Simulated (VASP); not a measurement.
# AlN (P6_3mc) in VASP: a series of runs

One crystal, AlN, is run at these levels: LDA, PBE; tasks: relaxation of cell and atoms.

Everything below comes from runs of VASP 6.6.1. Logs are shortened: lines on timing, memory, paths and dates and some standing lists are left out, and cuts for length are marked.

## (1) Starting point

It takes space group P6_3mc (No. 186, hexagonal). Conventional cell: a = 3.113 Å, b = 3.113 Å, c = 4.981 Å, α = 90.00°, β = 90.00°, γ = 120.00°. Al (site symmetry 3m) has 4 N at 1.89 Å as nearest neighbours. N (site symmetry 3m) has 4 Al at 1.89 Å as nearest neighbours.

## (2) Relaxation of cell and atoms, LDA

INCAR

```
PREC     = Accurate       # precision mode
ENCUT    = 600            # plane-wave cutoff, eV
EDIFF    = 1E-6           # SCF threshold, eV
ISMEAR   = 0              # smearing method
SIGMA    = 0.03           # smearing width, eV
LREAL    = F              # projectors in reciprocal space
LASPH    = T              # aspherical terms in the spheres
NELM     = 80             # most SCF steps
ALGO     = Normal         # electronic algorithm
ISIF     = 3              # what is computed and relaxed
LWAVE    = F              # write WAVECAR
LCHARG   = F              # write CHGCAR
IBRION   = 2              # ionic algorithm
NSW      = 90             # ionic steps
EDIFFG   = -0.01          # ionic threshold
```

KPOINTS

```
regular mesh
0
Gamma
  12 12 6
```

POSCAR

```
AlN
1.0
    3.1130000000      0.0000000000      0.0000000000
   -1.5565000000      2.6959370800      0.0000000000
    0.0000000000      0.0000000000      4.9810000000
Al N
2 2
Direct
    0.3333333300      0.6666666700      0.0000000000
    0.6666666700      0.3333333300      0.5000000000
    0.3333333300      0.6666666700      0.3800000000
    0.6666666700      0.3333333300      0.8800000000
```

Potentials or basis: VASP PAW LDA potentials, release 64 (Al, N).

On the command line:

```
cat potpaw_LDA.64/Al/POTCAR potpaw_LDA.64/N/POTCAR > POTCAR
mpirun -np 1 vasp_std > vasp.out
```

OUTCAR:

```text
PREC = Accurate
   ENCUT = 600
   EDIFF = 1E-6
   ISMEAR = 0
   LREAL = F
   LASPH = T
   NELM = 80
   ISIF = 3
   IBRION = 2
   NSW = 90
   EDIFFG = -0.01

 ion  position               nearest neighbor table
   1  0.333  0.667  0.000-   3 1.89   4 1.89   4 1.89   4 1.89   2 3.07   2 3.07   2 3.07   2 3.07
                             2 3.07   2 3.07
   2  0.667  0.333  0.500-   4 1.89   3 1.89   3 1.89   3 1.89   1 3.07   1 3.07   1 3.07   1 3.07
                             1 3.07   1 3.07
   3  0.333  0.667  0.380-   1 1.89   2 1.89   2 1.89   2 1.89
   4  0.667  0.333  0.880-   2 1.89   1 1.89   1 1.89   1 1.89

  LATTYP: Found a hexagonal cell.
 ALAT       =     3.1130000000
 C/A-ratio  =     1.6000642467

  Lattice vectors:

 A1 = (   3.1130000000,   0.0000000000,   0.0000000000)
 A2 = (  -1.5565000000,   2.6959370800,   0.0000000000)
 A3 = (   0.0000000000,   0.0000000000,   4.9810000000)

Analysis of symmetry for initial positions (statically):
=====================================================================
 Subroutine PRICEL returns:
 Original cell was already a primitive cell.

 Routine SETGRP: Setting up the symmetry group for a
 hexagonal supercell.

 Subroutine GETGRP returns: Found 12 space group operations
 (whereof  6 operations were pure point group operations)
 out of a pool of 24 trial point group operations.

The static configuration has the point symmetry C_3v.
 The point group associated with its full space group is C_6v.

Analysis of symmetry for dynamics (positions and initial velocities):
=====================================================================
 Subroutine PRICEL returns:
 Original cell was already a primitive cell.

 Routine SETGRP: Setting up the symmetry group for a
 hexagonal supercell.

 Subroutine GETGRP returns: Found 12 space group operations
 (whereof  6 operations were pure point group operations)
 out of a pool of 24 trial point group operations.

The dynamic configuration has the point symmetry C_3v.
 The point group associated with its full space group is C_6v.

 Subroutine INISYM returns: Found 12 space group operations
 (whereof  6 operations are pure point group operations),
 and found     1 'primitive' translations

----------------------------------------------------------------------------------------

                                     Primitive cell

  volume of cell :      41.8028

  direct lattice vectors                    reciprocal lattice vectors
     3.113000000  0.000000000  0.000000000     0.321233537  0.185464269  0.000000000
    -1.556500000  2.695937080  0.000000000     0.000000000  0.370928538  0.000000000
     0.000000000  0.000000000  4.981000000     0.000000000  0.000000000  0.200762899

  length of vectors
     3.113000000  3.112999998  4.981000000     0.370928538  0.370928538  0.200762899

  position of ions in fractional coordinates (direct lattice)
     0.333333330  0.666666670  0.000000000
     0.666666670  0.333333330  0.500000000
     0.333333330  0.666666670  0.380000000
     0.666666670  0.333333330  0.880000000

  ion indices of the primitive-cell ions
   primitive index   ion index
                 1           1
                 2           2
                 3           3
                 4           4

----------------------------------------------------------------------------------------

 KPOINTS: regular mesh

Automatic generation of k-mesh.
 Grid dimensions read from file:
 generate k-points for:   12   12    6

 Generating k-lattice:

  Cartesian coordinates                     Fractional coordinates (reciprocal lattice)
     0.026769461  0.015455356  0.000000000     0.083333333 -0.000000000  0.000000000
     0.000000000  0.030910712  0.000000000     0.000000000  0.083333333  0.000000000
     0.000000000  0.000000000  0.033460483     0.000000000  0.000000000  0.166666667

  Length of vectors
     0.030910711  0.030910712  0.033460483

  Shift w.r.t. Gamma in fractional coordinates (k-lattice)
     0.000000000  0.000000000  0.000000000

 Subroutine IBZKPT returns following result:
 ===========================================

 Found     76 irreducible k-points:

 Following reciprocal coordinates:
            Coordinates               Weight
  0.000000  0.000000  0.000000      1.000000
  0.083333  0.000000  0.000000      6.000000
  0.166667  0.000000  0.000000      6.000000
  0.250000  0.000000  0.000000      6.000000
  0.333333  0.000000  0.000000      6.000000
  0.416667  0.000000  0.000000      6.000000
[... 16 lines left out ...]
  0.250000  0.000000  0.166667     12.000000
  0.333333  0.000000  0.166667     12.000000
 [... further k-points ...]
   k-points           NKPTS =     76   k-points in BZ     NKDIM =     76   number of bands    NBANDS=     12
   number of dos      NEDOS =    301   number of ions     NIONS =      4
   total plane-waves  NPLWV =  31360
   dimension x,y,z NGX =    28 NGY =   28 NGZ =   40
   dimension x,y,z NGXF=    56 NGYF=   56 NGZF=   80
   ions per type =               2   2
   NGX,Y,Z   is equivalent  to a cutoff of  14.95, 14.95, 13.35 a.u.
   NGXF,Y,Z  is equivalent  to a cutoff of  29.91, 29.91, 26.70 a.u.
 SYSTEM =  unknown system
   PREC   = accura    normal or accurate (medium, high low for compatibility)
   ISTART =      0    job   : 0-new  1-cont  2-samecut
   ICHARG =      2    charge: 1-file 2-atom 10-const
   ISPIN  =      1    spin polarized calculation?
   LNONCOLLINEAR =      F non collinear calculations
   LSORBIT =      F    spin-orbit coupling
   LASPH  =      T    aspherical Exc in radial PAW
   ENCUT  =  600.0 eV  44.10 Ry    6.64 a.u.   6.22  6.22  9.95*2*pi/ulx,y,z
   NELM   =     80;   NELMIN=  2; NELMDL= -5     # of ELM steps
   EDIFF  = 0.1E-05   stopping-criterion for ELM
   LREAL  =      F    real-space projection
   EDIFFG = -.1E-01   stopping-criterion for IOM
   NSW    =     90    number of steps for IOM
   IBRION =      2    ionic relax: 0-MD 1-quasi-New 2-CG
   NFREE  =      1    steps in history (QN), initial steepest desc. (CG)
   ISIF   =      3    stress and relaxation
   ISYM   =      2    0-nonsym 1-usesym 2-fastsym
   POTIM  = 0.5000    time-step for ionic-motion
   TEBEG  =    0.0;   TEEND  =   0.0 temperature during run
   PSTRESS=    0.0 pullay stress
   NELECT =      16.0000    total number of electrons
   NUPDOWN=      -1.0000    fix difference up-down
   EMIN   =  10.00;   EMAX   =-10.00  energy-range for DOS
   EFERMI =   0.00;   METHOD = LEGACY
   ISMEAR =     0;   SIGMA  =   0.03  broadening in eV -4-tet -1-fermi 0-gaus
   EFERMI_NEDOS =   21; number of points for ismear=-14 and -15
   IALGO  =     38    algorithm
   IMIX   =      4    mixing-type and parameters
     AMIX     =   0.40;   BMIX     =  1.00
     AMIX_MAG =   1.60;   BMIX_MAG =  1.00
  volume/ion in A,a.u.               =      10.45        70.52
  Fermi-wavevector in a.u.,A,eV,Ry     =   1.188629  2.246183 19.222843  1.412839
  Thomas-Fermi vector in A             =   2.324754
   LORBIT       =      0    0 simple, 1 ext, 2 COOP (PROOUT), +10 PAW based schemes
   GGA     = CA    functional components
   LHFCALC =     F    Hartree Fock is set to
   AEXX    =    0.0000 exact exchange contribution
   IVDW    =     0    specifies the selected vdW correction
   LEPSILON=     F    determine dielectric tensor
   LRPA    =     F    only Hartree local field effects (RPA)
 conjugate gradient relaxation of ions
 non-spin polarized calculation
 Gauss-broadening in eV      SIGMA  =   0.03
  energy-cutoff  :      600.00
  volume of cell :       41.80
 maximum number of plane-waves:      1412
 NGX is ok and might be reduce to    28
   NGX = 13   NGY = 13   NGZ = 19

--------------------------------------- Ionic step        1  -------------------------------------------

 number of electron      16.0000000 magnetization

 Free energy of the ion-electron system (eV)
  ---------------------------------------------------
  ext. energy  EPLUGINS =         0.00000000
  ---------------------------------------------------
  free energy    TOTEN  =       -32.83093621 eV

  energy without entropy =      -32.83093621  energy(sigma->0) =      -32.83093621

------------------------ aborting loop because EDIFF is reached ----------------------------------------

  FORCE on cell =-STRESS in cart. coord.  units (eV):
  Direction    XX          YY          ZZ          XY          YZ          ZX
  --------------------------------------------------------------------------------------
  -------------------------------------------------------------------------------------
  Total       -1.2479665     -1.2479665     -0.8012142      0.0000000      0.0000000     -0.0000000
  in kB      -47.8308514    -47.8308513    -30.7081616      0.0000000      0.0000000     -0.0000000
  external PRESSURE =     -42.1232881 kB  Pullay stress =       0.0000000 kB
[... 175 lines left out ...]
  energy  without entropy=      -32.8434952914  energy(sigma->0) =      -32.84349529

--------------------------------------- Ionic step        6  -------------------------------------------

 number of electron      15.9999999 magnetization

 Free energy of the ion-electron system (eV)
  ---------------------------------------------------
  ext. energy  EPLUGINS =         0.00000000
  ---------------------------------------------------
  free energy    TOTEN  =       -32.84353639 eV

  energy without entropy =      -32.84353639  energy(sigma->0) =      -32.84353639

 E-fermi :   6.2906     XC(G=0): -11.3340

 val. band max:        6.0924437562   @ k =   0.0000   0.0000   0.0000
 cond. band min:      10.4984169007   @ k =   0.0000   0.0000   0.0000
 fundamental gap:      4.4059731445
 Fermi energy:         6.2905750992

 k-point     1 :       0.0000    0.0000    0.0000
  band No.  band energies     occupation
      1      -9.0668      2.00000
      2      -6.7798      2.00000
      3      -0.0512      2.00000
      4       5.2053      2.00000
      5       5.2053      2.00000
      6       5.8663      2.00000
      7       5.8663      2.00000
      8       6.0924      2.00000
      9      10.4984      0.00000
     10      12.8053      0.00000
     11      16.7315      0.00000
     12      17.1761      0.00000
[... 331 lines left out ...]
 k-point    24 :       0.3333    0.0000    0.1667
  band No.  band energies     occupation
      1      -7.6714      2.00000
      2      -6.3453      2.00000
      3       1.0677      2.00000
      4       2.0811      2.00000
      5       2.6794      2.00000
      6       4.2724      2.00000
      7       5.2788      2.00000
      8       5.4170      2.00000
      9      11.9161      0.00000
     10      12.6844      0.00000
     11      14.6377      0.00000
     12      16.2558      0.00000

 [... further k-points ...]
[... 5 lines left out ...]
  --------------------------------------------------------------------------------------
  -------------------------------------------------------------------------------------
  Total        0.0171294      0.0171294      0.0329697      0.0000000      0.0000000     -0.0000000
  in kB        0.6705519      0.6705519      1.2906406      0.0000000      0.0000000     -0.0000000
  external PRESSURE =       0.8772481 kB  Pullay stress =       0.0000000 kB
[... 19 lines left out ...]
  FREE ENERGIE OF THE ION-ELECTRON SYSTEM (eV)
  ---------------------------------------------------
  free  energy   TOTEN  =       -32.8435363867 eV

  energy  without entropy=      -32.8435363867  energy(sigma->0) =      -32.84353639

 reached required accuracy - stopping structural energy minimisation
```

Wall time 51 s (1 thread of Intel Xeon 6975P-C (Granite Rapids), shared host); peak memory 0.18 GiB.

Results:

| Quantity | Value |
| --- | --- |
| Free energy | -32.8435 eV |
| Relaxed volume | 10.23 Å³/atom |
| Relaxed cell | a = 3.091 Å, b = 3.091 Å, c = 4.947 Å, α = 90.00°, β = 90.00°, γ = 120.00° |
| Space group after relaxing (to 0.05 Å) | P6_3mc (No. 186) |
| Energy gained by relaxing | 3.2 meV/atom |
| Ionic steps | 6 |
| Pressure after relaxing | 0.1 GPa |
| Largest force after relaxing | 0.005 eV/Å |
| Band gap on the k mesh | 4.41 eV, direct |

Forces on the atoms (eV/Å):
```
Al   0.000  0.000 -0.005
Al   0.000  0.000 -0.005
N    0.000  0.000  0.005
N    0.000  0.000  0.005
```

The path:
```csv
step,energy change (eV),largest force (eV/Å),pressure (GPa),volume (Å³)
1,0.0000,0.1194,-4.21,41.80
2,-0.0009,0.0854,4.30,40.16
3,-0.0124,0.0200,-0.04,40.96
4,-0.0124,0.0180,0.06,40.94
5,-0.0126,0.0112,0.08,40.93
6,-0.0126,0.0047,0.09,40.93
```

Final structure:
```
Al N
1.0
     3.09088    0.00000    0.00000
    -1.54544    2.67678    0.00000
     0.00000    0.00000    4.94680
Al N
2 2
Direct
  0.33333 0.66667 0.99905
  0.66667 0.33333 0.49905
  0.33333 0.66667 0.38095
  0.66667 0.33333 0.88095
```

Levels at points of the mesh, in eV from the valence-band top:
| k point | band 5 | band 6 | band 7 | band 8 | band 9 | band 10 | band 11 | band 12 |
| --- | --- | --- | --- | --- | --- | --- | --- | --- |
| (0.00, 0.00, 0.00) | -0.89 | -0.23 | -0.23 | 0.00 | 4.41 | 6.71 | 10.64 | 11.08 |
| (0.50, 0.00, 0.00) | -3.43 | -2.14 | -1.84 | -0.71 | 5.72 | 5.72 | 8.25 | 10.28 |
| (0.00, 0.00, 0.50) | -0.57 | -0.57 | -0.57 | -0.57 | 6.59 | 6.59 | 10.30 | 10.30 |
| (0.50, 0.00, 0.50) | -1.51 | -1.51 | -1.40 | -1.40 | 5.25 | 5.25 | 9.20 | 9.20 |

A k mesh can miss the band edges. LDA usually gives volumes a few per cent too small.

## (3) Relaxation of cell and atoms, LDA

This run uses another cell than the first one, of 10.23 Å³/atom, 0.979 times its volume.

Changes to INCAR since step 2:

```diff
@@ -2,3 +2,3 @@
 ENCUT    = 600            # plane-wave cutoff, eV
-EDIFF    = 1E-6           # SCF threshold, eV
+EDIFF    = 1E-7           # SCF threshold, eV
 ISMEAR   = 0              # smearing method
@@ -14,2 +14,2 @@
 NSW      = 90             # ionic steps
-EDIFFG   = -0.01          # ionic threshold
+EDIFFG   = -0.005         # ionic threshold
```

KPOINTS is that of step 2.

POSCAR

```
AlN                                     
1.0
    3.0908828211      0.0000000000      0.0000000000
   -1.5454414106      2.6767830413     -0.0000000000
   -0.0000000000      0.0000000000      4.9467950381
  Al              N             
     2     2
Direct
     0.3333333300000021    0.6666666699999979    0.9990489478535853
     0.6666666699999979    0.3333333300000021    0.4990489478535854
     0.3333333300000021    0.6666666699999979    0.3809510521464172
     0.6666666699999979    0.3333333300000021    0.8809510521464172
```

Potentials or basis: VASP PAW LDA potentials, release 64 (Al, N).

On the command line:

```
cat potpaw_LDA.64/Al/POTCAR potpaw_LDA.64/N/POTCAR > POTCAR
mpirun -np 1 vasp_std > vasp.out
```

It took 33 s on 1 thread of Intel Xeon 6975P-C (Granite Rapids), shared host; peak memory 0.17 GiB.

Results (log left out):

```
Free energy                            : -32.8425 eV
Relaxed volume                         : 10.24 Å³/atom
Relaxed cell                           : a = 3.091 Å, b = 3.091 Å, c = 4.948 Å, α = 90.00°, β = 90.00°, γ = 120.00°
Space group after relaxing (to 0.05 Å) : P6_3mc (No. 186)
Energy gained by relaxing              : 0.0 meV/atom
Ionic steps                            : 3
Pressure after relaxing                : 0.0 GPa
Band gap on the k mesh                 : 4.40 eV, direct
```

Final structure:
```
Al N
1.0
     3.09129    0.00000    0.00000
    -1.54564    2.67714    0.00000
     0.00000    0.00000    4.94792
Al N
2 2
Direct
  0.33333 0.66667 0.99903
  0.66667 0.33333 0.49903
  0.33333 0.66667 0.38097
  0.66667 0.33333 0.88097
```

Levels at points of the mesh, in eV from the valence-band top:
```tsv
k point	band 5	band 6	band 7	band 8	band 9	band 10	band 11	band 12
(0.00, 0.00, 0.00)	-0.89	-0.23	-0.23	0.00	4.40	6.71	10.63	11.08
(0.50, 0.00, 0.00)	-3.43	-2.14	-1.84	-0.71	5.72	5.72	8.25	10.27
(0.00, 0.00, 0.50)	-0.57	-0.57	-0.57	-0.57	6.59	6.59	10.30	10.30
(0.50, 0.00, 0.50)	-1.51	-1.51	-1.40	-1.40	5.25	5.25	9.19	9.19
```

A k mesh can miss the band edges.

(Part 1 of 2 ends here.)
